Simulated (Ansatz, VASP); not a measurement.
# SiC in VASP and in Ansatz

```
Si C
1.0
    -0.00979    2.15268    2.16918
     2.15268   -0.00979    2.16918
     2.14289    2.14289    0.00000
Si C
1 1
Direct
  0.99949 0.99949 0.00051
  0.25051 0.25051 0.24949
```

Change from the starting cell: strained cell.

Alike in both runs: task relaxation of the atoms; functional LDA; k mesh 10 × 10 × 10; occupations gaussian, width 0.02 eV; no spin polarisation.

|  | VASP | Ansatz |
| --- | --- | --- |
| version | VASP 6.6.1 | Ansatz 0.2.0 |
| potentials or method | VASP PAW LDA potentials, release 64 (Si, C) | scalar-relativistic, plane waves, PAW |
| plane-wave cutoff (eV) | 520 | 420 |
| valence electrons in the cell | 8 | 8 |

```csv
,VASP,Ansatz,Ansatz less VASP
"gap on the k mesh at the Fermi level, each at its own relaxed structure (eV)",1.19,1.20,+0.013
```

Ansatz warned: «pseudo_functional_mismatch».

A k mesh can miss the band edges.
